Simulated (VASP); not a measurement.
# Al (Fm-3m) in VASP: a series of runs

One crystal, Al, is run at these levels: PBE; tasks: relaxation of cell and atoms, single point.

Program: VASP 6.6.1. These are calculated values, not measurements. Logs are shortened: lines on timing, memory, paths and dates and some standing lists are left out, and cuts for length are marked.

## Step 1: Starting point

Symmetry: Fm-3m, No. 225, cubic system. Conventional cell: a = 4.050 Å, b = 4.050 Å, c = 4.050 Å, α = 90.00°, β = 90.00°, γ = 90.00°. Around Al (site symmetry m-3m) lie 12 Al at 2.86 Å.

## Step 2: Relaxation of cell and atoms, PBE

Contents of INCAR:

```
PREC = Accurate ; ENCUT = 250
EDIFF = 1E-7 ; ISMEAR = 0
SIGMA = 0.1 ; LREAL = F
LASPH = T ; NELM = 80
ALGO = Normal ; ISIF = 3
LWAVE = F ; LCHARG = F
GGA = PE ; IBRION = 2
NSW = 80 ; EDIFFG = -0.002
```

Contents of KPOINTS:

```
regular mesh
0
Gamma
  18 18 18
```

Contents of POSCAR:

```
Al
1.0
    0.0000000000      2.0248050000      2.0248050000
    2.0248050000      0.0000000000      2.0248050000
    2.0248050000      2.0248050000      0.0000000000
Al
1
Direct
    0.0000000000      0.0000000000      0.0000000000
```

Potentials or basis: VASP PAW PBE potentials, release 64 (Al).

Started as:

```bash
$ cat potpaw_PBE.64/Al/POTCAR > POTCAR
$ mpirun -np 1 vasp_std > vasp.out
```

OUTCAR:

```text
PREC = Accurate
   ENCUT = 250
   EDIFF = 1E-7
   ISMEAR = 0
   LREAL = F
   LASPH = T
   NELM = 80
   ISIF = 3
   GGA = PE
   IBRION = 2
   NSW = 80
   EDIFFG = -0.002

 ion  position               nearest neighbor table
   1  0.000  0.000  0.000-

  LATTYP: Found a face centered cubic cell.
 ALAT       =     4.0496100000

  Lattice vectors:

 A1 = (   0.0000000000,   2.0248050000,   2.0248050000)
 A2 = (   2.0248050000,   0.0000000000,   2.0248050000)
 A3 = (   2.0248050000,   2.0248050000,   0.0000000000)

Analysis of symmetry for initial positions (statically):
=====================================================================
 Subroutine PRICEL returns:
 Original cell was already a primitive cell.

 Routine SETGRP: Setting up the symmetry group for a
 face centered cubic supercell.

 Subroutine GETGRP returns: Found 48 space group operations
 (whereof 48 operations were pure point group operations)
 out of a pool of 48 trial point group operations.

The static configuration has the point symmetry O_h .

Analysis of symmetry for dynamics (positions and initial velocities):
=====================================================================
 Subroutine PRICEL returns:
 Original cell was already a primitive cell.

 Routine SETGRP: Setting up the symmetry group for a
 face centered cubic supercell.

 Subroutine GETGRP returns: Found 48 space group operations
 (whereof 48 operations were pure point group operations)
 out of a pool of 48 trial point group operations.

The dynamic configuration has the point symmetry O_h .

 Subroutine INISYM returns: Found 48 space group operations
 (whereof 48 operations are pure point group operations),
 and found     1 'primitive' translations

----------------------------------------------------------------------------------------

                                     Primitive cell

  volume of cell :      16.6027

  direct lattice vectors                    reciprocal lattice vectors
     0.000000000  2.024805000  2.024805000    -0.246937359  0.246937359  0.246937359
     2.024805000  0.000000000  2.024805000     0.246937359 -0.246937359  0.246937359
     2.024805000  2.024805000  0.000000000     0.246937359  0.246937359 -0.246937359

  length of vectors
     2.863506692  2.863506692  2.863506692     0.427708053  0.427708053  0.427708053

  position of ions in fractional coordinates (direct lattice)
     0.000000000  0.000000000  0.000000000

  ion indices of the primitive-cell ions
   primitive index   ion index
                 1           1

----------------------------------------------------------------------------------------

 KPOINTS: regular mesh

Automatic generation of k-mesh.
 Grid dimensions read from file:
 generate k-points for:   18   18   18

 Generating k-lattice:

  Cartesian coordinates                     Fractional coordinates (reciprocal lattice)
    -0.013718742  0.013718742  0.013718742     0.055555556  0.000000000  0.000000000
     0.013718742 -0.013718742  0.013718742     0.000000000  0.055555556  0.000000000
     0.013718742  0.013718742 -0.013718742     0.000000000  0.000000000  0.055555556

  Length of vectors
     0.023761558  0.023761558  0.023761558

  Shift w.r.t. Gamma in fractional coordinates (k-lattice)
     0.000000000  0.000000000  0.000000000

 Subroutine IBZKPT returns following result:
 ===========================================

 Found    195 irreducible k-points:

 Following reciprocal coordinates:
            Coordinates               Weight
  0.000000  0.000000  0.000000      1.000000
  0.055556  0.000000  0.000000      8.000000
  0.111111  0.000000  0.000000      8.000000
  0.166667  0.000000  0.000000      8.000000
  0.222222  0.000000  0.000000      8.000000
  0.277778  0.000000  0.000000      8.000000
[... 16 lines left out ...]
 -0.277778  0.055556  0.000000     24.000000
 -0.222222  0.055556  0.000000     24.000000
 [... further k-points ...]
   k-points           NKPTS =    195   k-points in BZ     NKDIM =    195   number of bands    NBANDS=      5
   number of dos      NEDOS =    301   number of ions     NIONS =      1
   total plane-waves  NPLWV =   4096
   dimension x,y,z NGX =    16 NGY =   16 NGZ =   16
   dimension x,y,z NGXF=    32 NGYF=   32 NGZF=   32
   ions per type =               1
   NGX,Y,Z   is equivalent  to a cutoff of   9.29,  9.29,  9.29 a.u.
   NGXF,Y,Z  is equivalent  to a cutoff of  18.58, 18.58, 18.58 a.u.
 SYSTEM =  unknown system
   PREC   = accura    normal or accurate (medium, high low for compatibility)
   ISTART =      0    job   : 0-new  1-cont  2-samecut
   ICHARG =      2    charge: 1-file 2-atom 10-const
   ISPIN  =      1    spin polarized calculation?
   LNONCOLLINEAR =      F non collinear calculations
   LSORBIT =      F    spin-orbit coupling
   LASPH  =      T    aspherical Exc in radial PAW
   ENCUT  =  250.0 eV  18.37 Ry    4.29 a.u.   3.69  3.69  3.69*2*pi/ulx,y,z
   NELM   =     80;   NELMIN=  2; NELMDL= -5     # of ELM steps
   EDIFF  = 0.1E-06   stopping-criterion for ELM
   LREAL  =      F    real-space projection
   EDIFFG = -.2E-02   stopping-criterion for IOM
   NSW    =     80    number of steps for IOM
   IBRION =      2    ionic relax: 0-MD 1-quasi-New 2-CG
   NFREE  =      1    steps in history (QN), initial steepest desc. (CG)
   ISIF   =      3    stress and relaxation
   ISYM   =      2    0-nonsym 1-usesym 2-fastsym
   POTIM  = 0.5000    time-step for ionic-motion
   TEBEG  =    0.0;   TEEND  =   0.0 temperature during run
   PSTRESS=    0.0 pullay stress
   NELECT =       3.0000    total number of electrons
   NUPDOWN=      -1.0000    fix difference up-down
   EMIN   =  10.00;   EMAX   =-10.00  energy-range for DOS
   EFERMI =   0.00;   METHOD = LEGACY
   ISMEAR =     0;   SIGMA  =   0.10  broadening in eV -4-tet -1-fermi 0-gaus
   EFERMI_NEDOS =   21; number of points for ismear=-14 and -15
   IALGO  =     38    algorithm
   IMIX   =      4    mixing-type and parameters
     AMIX     =   0.40;   BMIX     =  1.00
     AMIX_MAG =   1.60;   BMIX_MAG =  1.00
  volume/ion in A,a.u.               =      16.60       112.04
  Fermi-wavevector in a.u.,A,eV,Ry     =   0.925526  1.748991 11.654733  0.856599
  Thomas-Fermi vector in A             =   2.051390
   LORBIT       =      0    0 simple, 1 ext, 2 COOP (PROOUT), +10 PAW based schemes
   GGA     = PE    functional components
   LHFCALC =     F    Hartree Fock is set to
   AEXX    =    0.0000 exact exchange contribution
   IVDW    =     0    specifies the selected vdW correction
   LEPSILON=     F    determine dielectric tensor
   LRPA    =     F    only Hartree local field effects (RPA)
 conjugate gradient relaxation of ions
 non-spin polarized calculation
 Gauss-broadening in eV      SIGMA  =   0.10
  energy-cutoff  :      250.00
  volume of cell :       16.60
 maximum number of plane-waves:       169
   NGX =  7   NGY =  7   NGZ =  7

--------------------------------------- Ionic step        1  -------------------------------------------

 number of electron       3.0000000 magnetization

 Free energy of the ion-electron system (eV)
  ---------------------------------------------------
  ext. energy  EPLUGINS =         0.00000000
  ---------------------------------------------------
  free energy    TOTEN  =        -3.73545464 eV

  energy without entropy =       -3.73257847  energy(sigma->0) =       -3.73401656

------------------------ aborting loop because EDIFF is reached ----------------------------------------

  FORCE on cell =-STRESS in cart. coord.  units (eV):
  Direction    XX          YY          ZZ          XY          YZ          ZX
  --------------------------------------------------------------------------------------
  -------------------------------------------------------------------------------------
  Total       -0.0504764     -0.0504764     -0.0504764      0.0000000      0.0000000      0.0000000
  in kB       -4.8710129     -4.8710129     -4.8710129      0.0000000      0.0000000      0.0000000
  external PRESSURE =      -4.8710129 kB  Pullay stress =       0.0000000 kB

 VOLUME and BASIS-vectors are now :
 -----------------------------------------------------------------------------
  energy-cutoff  :      250.00
  volume of cell :       16.60
      direct lattice vectors                 reciprocal lattice vectors
     0.000000000  2.024805000  2.024805000    -0.246937359  0.246937359  0.246937359
     2.024805000  0.000000000  2.024805000     0.246937359 -0.246937359  0.246937359
     2.024805000  2.024805000  0.000000000     0.246937359  0.246937359 -0.246937359
[... 36 lines left out ...]
 POSITION                                       TOTAL-FORCE (eV/Angst)
 -----------------------------------------------------------------------------------
      0.00000      0.00000      0.00000         0.000000      0.000000     -0.000000
 -----------------------------------------------------------------------------------
    total drift:                                0.000000     -0.000000     -0.000000

  FREE ENERGIE OF THE ION-ELECTRON SYSTEM (eV)
  ---------------------------------------------------
  free  energy   TOTEN  =        -3.7356178981 eV

  energy  without entropy=       -3.7326878373  energy(sigma->0) =       -3.73415287

--------------------------------------- Ionic step        3  -------------------------------------------

 number of electron       3.0000000 magnetization

 Free energy of the ion-electron system (eV)
  ---------------------------------------------------
  ext. energy  EPLUGINS =         0.00000000
  ---------------------------------------------------
  free energy    TOTEN  =        -3.73562038 eV

  energy without entropy =       -3.73269562  energy(sigma->0) =       -3.73415800

 E-fermi :   8.0042     XC(G=0): -10.1973

 val. band max:        7.9977888466   @ k =  -0.2778   0.2778   0.0556
 cond. band min:       8.0067113162   @ k =  -0.2778   0.5000   0.2222
 fundamental gap:      0.0089224697
 Fermi energy:         8.0041673370

 k-point     1 :       0.0000    0.0000    0.0000
  band No.  band energies     occupation
      1      -3.1313      2.00000
      2      20.6738      0.00000
      3      20.6738      0.00000
      4      20.6738      0.00000
      5      22.1224      0.00000

 k-point     2 :       0.0556    0.0000    0.0000
  band No.  band energies     occupation
      1      -3.0469      2.00000
      2      19.1437      0.00000
      3      20.3633      0.00000
      4      20.3633      0.00000
      5      22.5801      0.00000

 k-point     3 :       0.1111    0.0000    0.0000
  band No.  band energies     occupation
      1      -2.7954      2.00000
      2      16.9091      0.00000
      3      19.8395      0.00000
      4      19.8395      0.00000
      5      22.7755      0.00000
[... 153 lines left out ...]
 k-point    23 :      -0.2778    0.0556    0.0000
  band No.  band energies     occupation
      1      -0.6886      2.00000
      2       9.8482      0.00000
      3      17.1494      0.00000
      4      20.0262      0.00000
      5      20.9435      0.00000

 k-point    24 :      -0.2222    0.0556    0.0000
  band No.  band energies     occupation
      1      -1.4888      2.00000
      2      11.8605      0.00000
      3      17.3108      0.00000
      4      20.1738      0.00000
      5      21.9330      0.00000

 [... further k-points ...]

------------------------ aborting loop because EDIFF is reached ----------------------------------------

  FORCE on cell =-STRESS in cart. coord.  units (eV):
  Direction    XX          YY          ZZ          XY          YZ          ZX
  --------------------------------------------------------------------------------------
  -------------------------------------------------------------------------------------
  Total        0.0001540      0.0001540      0.0001540      0.0000000     -0.0000000      0.0000000
  in kB        0.0149610      0.0149610      0.0149610      0.0000000     -0.0000000      0.0000000
  external PRESSURE =       0.0149610 kB  Pullay stress =       0.0000000 kB

 VOLUME and BASIS-vectors are now :
 -----------------------------------------------------------------------------
  energy-cutoff  :      250.00
  volume of cell :       16.50
      direct lattice vectors                 reciprocal lattice vectors
     0.000000000  2.020418352  2.020418352    -0.247473499  0.247473499  0.247473499
     2.020418352  0.000000000  2.020418352     0.247473499 -0.247473499  0.247473499
     2.020418352  2.020418352  0.000000000     0.247473499  0.247473499 -0.247473499

 POSITION                                       TOTAL-FORCE (eV/Angst)
 -----------------------------------------------------------------------------------
      0.00000      0.00000      0.00000        -0.000000      0.000000      0.000000
 -----------------------------------------------------------------------------------
    total drift:                               -0.000000      0.000000      0.000000

  FREE ENERGIE OF THE ION-ELECTRON SYSTEM (eV)
  ---------------------------------------------------
  free  energy   TOTEN  =        -3.7356203841 eV

  energy  without entropy=       -3.7326956158  energy(sigma->0) =       -3.73415800

 reached required accuracy - stopping structural energy minimisation
```

Run time: 8.3 s. Hardware: 1 thread of AMD EPYC 7R13 (Zen 3), shared host; peak memory 0.08 GiB.

These settings aren't checked as converged: the numbers below hold their error.

What came out:

```yaml
Free_energy: -3.7356 eV
Relaxed_volume: 16.50 Å³/atom
Relaxed_cell: a = 2.857 Å, b = 2.857 Å, c = 2.857 Å, α = 60.00°, β = 60.00°, γ = 60.00°
Space_group_after_relaxing_to_0.05_Å: Fm-3m (No. 225)
Energy_gained_by_relaxing: 0.2 meV/atom
Ionic_steps: 3
Band_gap_on_the_k_mesh: none (metal or under the smearing width)
```

Caveat: the cutoff is under 1.25 times the usual one of these potentials, so pressure, stress and relaxed cells hold a basis-set (Pulay) error.

## Step 3: Relaxation of cell and atoms, PBE

This run uses another cell than the first one, of 16.50 Å³/atom, 0.994 times its volume.

INCAR is that of step 2.

KPOINTS is that of step 2.

Contents of POSCAR:

```
Al                                      
1.0
    0.0000000000      2.0204183521      2.0204183521
    2.0204183521      0.0000000000      2.0204183521
    2.0204183521      2.0204183521      0.0000000000
  Al            
     1
Direct
     0.0000000000000000    0.0000000000000000    0.0000000000000000
```

Potentials or basis: VASP PAW PBE potentials, release 64 (Al).

Started as:

```bash
$ cat potpaw_PBE.64/Al/POTCAR > POTCAR
$ mpirun -np 1 vasp_std > vasp.out
```

Wall time 5.8 s (1 thread of AMD EPYC 7R13 (Zen 3), shared host); peak memory 0.08 GiB.

The run converged, but some of its settings lie outside the range that counts as converged, so its numbers aren't taken as properties of the crystal.

Results:

| Item | Value |
| --- | --- |
| Free energy | -3.7354 eV |
| Band gap on the k mesh | none (metal or under the smearing width) |

Caveat: the cutoff is under 1.25 times the usual one of these potentials, so pressure, stress and relaxed cells hold a basis-set (Pulay) error; the relaxation stopped at its first step, so nothing moved.

## Step 4: Single point, PBE

This run uses another cell than the first one, of 16.50 Å³/atom, 0.994 times its volume.

Contents of INCAR:

```
PREC = Accurate ; ENCUT = 250
EDIFF = 1E-7 ; ISMEAR = 0
SIGMA = 0.1 ; LREAL = F
LASPH = T ; NELM = 80
ALGO = Normal ; ISIF = 2
LWAVE = F ; LCHARG = F
GGA = PE ; NBANDS = 8
```

KPOINTS is that of step 3.

POSCAR is that of step 3.

Started as:

```bash
$ cat potpaw_PBE.64/Al/POTCAR > POTCAR
$ mpirun -np 1 vasp_std > vasp.out
```

Run time: 9.4 s. Hardware: 1 thread of AMD EPYC 7R13 (Zen 3), shared host; peak memory 0.08 GiB.

It converged, with:

```yaml
Free_energy: -3.7354 eV
Band_gap_on_the_k_mesh: none (metal or under the smearing width)
```

Levels at points of the mesh, in eV from the Fermi level:
```tsv
k point	band 1	band 2	band 3	band 4
(0.00, 0.00, 0.00)	-11.14	12.67	12.67	12.67
(0.50, 0.00, 0.00)	-4.59	-4.38	11.42	11.42
(0.50, 0.50, 0.00)	-2.92	-1.59	5.29	5.60
```

Caveat: the cutoff is under 1.25 times the usual one of these potentials, so pressure, stress and relaxed cells hold a basis-set (Pulay) error.

## Step 5: Single point, PBE (a relaxed cell with its volume scaled by 0.97)

INCAR is that of step 4.

KPOINTS is that of step 4.

Contents of POSCAR:

```
Al                                      
1.0
    0.0000000000      2.0000086905      2.0000086905
    2.0000086905      0.0000000000      2.0000086905
    2.0000086905      2.0000086905      0.0000000000
  Al            
     1
Direct
     0.0000000000000000    0.0000000000000000    0.0000000000000000
```

Started as:

```bash
$ cat potpaw_PBE.64/Al/POTCAR > POTCAR
$ mpirun -np 1 vasp_std > vasp.out
```

Wall time 7.7 s (1 thread of AMD EPYC 7R13 (Zen 3), shared host); peak memory 0.08 GiB.

Results (log left out):

| Quantity | Value |
| --- | --- |
| Free energy | -3.7307 eV |
| Band gap on the k mesh | none (metal or under the smearing width) |

Levels at points of the mesh, in eV from the Fermi level:
```tsv
k point	band 1	band 2	band 3	band 4	band 5
(0.00, 0.00, 0.00)	-11.35	12.87	12.87	12.87	14.52
(0.50, 0.00, 0.00)	-4.72	-4.42	11.65	11.65	11.74
(0.50, 0.50, 0.00)	-3.00	-1.60	5.30	5.74	5.74
```

Caveat: the cutoff is under 1.25 times the usual one of these potentials, so pressure, stress and relaxed cells hold a basis-set (Pulay) error.
